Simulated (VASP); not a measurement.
# Zr (Im-3m) in VASP: a series of runs

Runs on Zr. Level: LDA. Tasks: phonons, elastic constants.

Program: VASP 6.6.1. These are calculated values, not measurements. Logs are shortened: lines on timing, memory, paths and dates and some standing lists are left out, and cuts for length are marked.

## 1. The structure

Symmetry: Im-3m, No. 229, cubic system. The conventional cell has a = 3.620 Å, b = 3.620 Å, c = 3.620 Å, α = 90.00°, β = 90.00°, γ = 90.00°. Around Zr (site symmetry m-3m) lie 8 Zr at 3.14 Å.

This isn't the form of Zr at room conditions, which is hcp.

## 2. Phonons, LDA

POSCAR

```
Zr
1.0
   -1.8100000000      1.8100000000      1.8100000000
    1.8100000000     -1.8100000000      1.8100000000
    1.8100000000      1.8100000000     -1.8100000000
Zr
1
Direct
    0.0000000000      0.0000000000      0.0000000000
```

INCAR.step1

```
SYSTEM = Zr
PREC     = Accurate       ! precision mode
ENCUT    = 600            ! plane-wave cutoff, eV
EDIFF    = 1E-8           ! SCF threshold, eV
ISMEAR   = -1             ! smearing method
SIGMA    = 0.05           ! smearing width, eV
LREAL    = .False.        ! projectors in reciprocal space
LASPH    = .True.         ! aspherical terms in the spheres
NELM     = 60             ! most SCF steps
ALGO     = Fast           ! electronic algorithm
ISIF     = 3              ! what is computed and relaxed
LWAVE    = .False.        ! write WAVECAR
LCHARG   = .False.        ! write CHGCAR
GGA      = CA             ! functional
IBRION   = 2              ! ionic algorithm
NSW      = 40             ! ionic steps
EDIFFG   = -0.002         ! ionic threshold
```

INCAR.step2

```
SYSTEM = Zr
PREC     = Accurate       ! precision mode
ENCUT    = 600            ! plane-wave cutoff, eV
EDIFF    = 1E-8           ! SCF threshold, eV
ISMEAR   = -1             ! smearing method
SIGMA    = 0.05           ! smearing width, eV
LREAL    = .False.        ! projectors in reciprocal space
LASPH    = .True.         ! aspherical terms in the spheres
NELM     = 60             ! most SCF steps
ALGO     = Fast           ! electronic algorithm
ISIF     = 2              ! what is computed and relaxed
LWAVE    = .False.        ! write WAVECAR
LCHARG   = .False.        ! write CHGCAR
GGA      = CA             ! functional
IBRION   = 6              ! ionic algorithm
NFREE    = 2            
POTIM    = 0.015          ! step
NSW      = 1              ! ionic steps
```

KPOINTS

```
Automatic mesh
0
Gamma
  7 7 7
  0 0 0
```

Potentials or basis: VASP PAW LDA potentials, release 64 (Zr_sv).

Launch:

```
$ cat potpaw_LDA.64/Zr_sv/POTCAR > POTCAR
$ cp INCAR.step1 INCAR
$ mpirun -np 1 vasp_std > vasp.out
$ cp CONTCAR POSCAR
$ cp INCAR.step2 INCAR
$ mpirun -np 1 vasp_std > vasp.out
```

OUTCAR:

```text
SYSTEM = Zr
   PREC = Accurate
   ENCUT = 600
   EDIFF = 1E-8
   ISMEAR = -1
   LREAL = .False.
   LASPH = .True.
   NELM = 60
   ISIF = 2
   GGA = CA
   IBRION = 6
   NFREE = 2
   POTIM = 0.015
   NSW = 1

 ion  position               nearest neighbor table
   1  0.000  0.000  0.000-

  LATTYP: Found a body centered cubic cell.
 ALAT       =     3.4739194604

  Lattice vectors:

 A1 = (  -1.7369597302,   1.7369597302,   1.7369597302)
 A2 = (   1.7369597302,  -1.7369597302,   1.7369597302)
 A3 = (   1.7369597302,   1.7369597302,  -1.7369597302)

Analysis of symmetry for initial positions (statically):
=====================================================================
 Subroutine PRICEL returns:
 Original cell was already a primitive cell.

 Routine SETGRP: Setting up the symmetry group for a
 body centered cubic supercell.

 Subroutine GETGRP returns: Found 48 space group operations
 (whereof 48 operations were pure point group operations)
 out of a pool of 48 trial point group operations.

The static configuration has the point symmetry O_h .

Analysis of symmetry for dynamics (positions and initial velocities):
=====================================================================
 Subroutine PRICEL returns:
 Original cell was already a primitive cell.

 Routine SETGRP: Setting up the symmetry group for a
 body centered cubic supercell.

 Subroutine GETGRP returns: Found 48 space group operations
 (whereof 48 operations were pure point group operations)
 out of a pool of 48 trial point group operations.

The dynamic configuration has the point symmetry O_h .

 Subroutine INISYM returns: Found 48 space group operations
 (whereof 48 operations are pure point group operations),
 and found     1 'primitive' translations

----------------------------------------------------------------------------------------

                                     Primitive cell

  volume of cell :      20.9618

  direct lattice vectors                    reciprocal lattice vectors
    -1.736959730  1.736959730  1.736959730     0.000000000  0.287859293  0.287859293
     1.736959730 -1.736959730  1.736959730     0.287859293  0.000000000  0.287859293
     1.736959730  1.736959730 -1.736959730     0.287859293  0.287859293  0.000000000
[... 113 lines left out ...]
 maximum number of plane-waves:       716
   NGX = 13   NGY = 13   NGZ = 13

--------------------------------------- Ionic step        1  -------------------------------------------

 number of electron      12.0000000 magnetization

 Free energy of the ion-electron system (eV)
  ---------------------------------------------------
  ext. energy  EPLUGINS =         0.00000000
  ---------------------------------------------------
  free energy    TOTEN  =        -9.20936015 eV

  energy without entropy =       -9.18817508  energy(sigma->0) =       -9.19876762

------------------------ aborting loop because EDIFF is reached ----------------------------------------

  FORCE on cell =-STRESS in cart. coord.  units (eV):
  Direction    XX          YY          ZZ          XY          YZ          ZX
  --------------------------------------------------------------------------------------
  -------------------------------------------------------------------------------------
  Total       -0.0052563     -0.0052563     -0.0052563      0.0000000      0.0000000     -0.0000000
  in kB       -0.4017552     -0.4017552     -0.4017552      0.0000000      0.0000000     -0.0000000
  external PRESSURE =      -0.4017552 kB  Pullay stress =       0.0000000 kB
[... 57 lines left out ...]
--------------------------------------- Ionic step        3  -------------------------------------------

 number of electron      12.0000000 magnetization

 Free energy of the ion-electron system (eV)
  ---------------------------------------------------
  ext. energy  EPLUGINS =         0.00000000
  ---------------------------------------------------
  free energy    TOTEN  =        -9.20936023 eV

  energy without entropy =       -9.18817505  energy(sigma->0) =       -9.19876764

 E-fermi :   9.7714     XC(G=0): -11.7695

 val. band max:        9.7148232688   @ k =  -0.2857   0.2857   0.1429
 cond. band min:       9.8217205353   @ k =   0.2857   0.2857   0.0000
 fundamental gap:      0.1068972665
 Fermi energy:         9.7713800412

 k-point     1 :       0.0000    0.0000    0.0000
  band No.  band energies     occupation
      1     -38.2885      2.00000
      2     -15.7551      2.00000
      3     -15.7551      2.00000
      4     -15.7551      2.00000
      5       4.2329      2.00000
      6      10.8635      0.00000
      7      10.8635      0.00000
      8      10.8635      0.00000
      9      13.6445      0.00000
     10      13.6445      0.00000
[... 273 lines left out ...]
  FREE ENERGIE OF THE ION-ELECTRON SYSTEM (eV)
  ---------------------------------------------------
  free  energy   TOTEN  =        -9.2093602313 eV

  energy  without entropy=       -9.1881750469  energy(sigma->0) =       -9.19876764

 INTERNAL STRAIN TENSORS FROM DISPLACED ATOMS
 ============================================

 INTERNAL STRAIN TENSOR FOR ION    1 for displacements in x,y,z  (eV/Angst):
          X           Y           Z          XY          YZ          ZX
  --------------------------------------------------------------------------------
  x     0.00000     0.00000     0.00000     0.00000     0.00000     0.00000
  y     0.00000     0.00000     0.00000     0.00000     0.00000     0.00000
  z     0.00000     0.00000     0.00000     0.00000     0.00000     0.00000

 Eigenvectors and eigenvalues of the dynamical matrix
 ----------------------------------------------------

   1 f/i=    0.000000 THz     0.000000 2PiTHz    0.000000 cm-1     0.000000 meV
             X         Y         Z           dx          dy          dz
      0.000000  0.000000  0.000000     0.857493    0.514496    0.000000

   2 f/i=    0.000000 THz     0.000000 2PiTHz    0.000000 cm-1     0.000000 meV
             X         Y         Z           dx          dy          dz
      0.000000  0.000000  0.000000     0.514496   -0.857493    0.000000

   3 f/i=    0.000000 THz     0.000000 2PiTHz    0.000000 cm-1     0.000000 meV
             X         Y         Z           dx          dy          dz
      0.000000  0.000000  0.000000     0.000000    0.000000    1.000000

 ELASTIC MODULI CONTR FROM IONIC RELAXATION (kBar)
 Direction    XX          YY          ZZ          XY          YZ          ZX
 --------------------------------------------------------------------------------
 XX           0.0000      0.0000      0.0000      0.0000      0.0000      0.0000
 YY           0.0000      0.0000      0.0000      0.0000      0.0000      0.0000
 ZZ           0.0000      0.0000      0.0000      0.0000      0.0000      0.0000
 XY           0.0000      0.0000      0.0000      0.0000      0.0000      0.0000
 YZ           0.0000      0.0000      0.0000      0.0000      0.0000      0.0000
 ZX           0.0000      0.0000      0.0000      0.0000      0.0000      0.0000
 --------------------------------------------------------------------------------
```

OUTCAR.step1:

```text
SYSTEM = Zr
   PREC = Accurate
   ENCUT = 600
   EDIFF = 1E-8
   ISMEAR = -1
   LREAL = .False.
   LASPH = .True.
   NELM = 60
   ISIF = 3
   GGA = CA
   IBRION = 2
   NSW = 40
   EDIFFG = -0.002

[... 641 lines left out ...]

 k-point     1 :       0.0000    0.0000    0.0000
  band No.  band energies     occupation
      1     -38.2889      2.00000
      2     -15.7554      2.00000
      3     -15.7554      2.00000
      4     -15.7554      2.00000
      5       4.2324      2.00000
      6      10.8634      0.00000
      7      10.8634      0.00000
      8      10.8634      0.00000
      9      13.6443      0.00000
     10      13.6443      0.00000
[... 273 lines left out ...]
  FREE ENERGIE OF THE ION-ELECTRON SYSTEM (eV)
  ---------------------------------------------------
  free  energy   TOTEN  =        -9.2101145043 eV

  energy  without entropy=       -9.1889300172  energy(sigma->0) =       -9.19952226

 reached required accuracy - stopping structural energy minimisation
```

Wall time 47 s (1 thread of Intel Xeon 6975P-C (Granite Rapids), shared host); peak memory 0.14 GiB.

What came out:

| Property | Result |
| --- | --- |
| Relaxed volume | 20.96 Å³/atom |
| Relaxed cell | a = 3.009 Å, b = 3.009 Å, c = 3.009 Å, α = 109.47°, β = 109.47°, γ = 109.47° |
| Space group after relaxing (to 0.05 Å) | Im-3m (No. 229) |

The path:
```csv
step,energy change (eV),largest force (eV/Å),pressure (GPa),volume (Å³)
1,0.0000,0.0000,-8.65,23.72
2,-0.0525,0.0000,7.34,19.59
3,-0.0817,0.0000,-0.13,20.99
4,-0.0817,0.0000,0.10,20.94
5,-0.0817,0.0000,-0.05,20.97
6,-0.0817,0.0000,0.00,20.96
```

Final structure:
```
CELL_PARAMETERS angstrom
-1.73696 1.73696 1.73696
1.73696 -1.73696 1.73696
1.73696 1.73696 -1.73696
ATOMIC_POSITIONS crystal
Zr 0.00000 0.00000 0.00000
```

(Continued in part 2 of 2.)
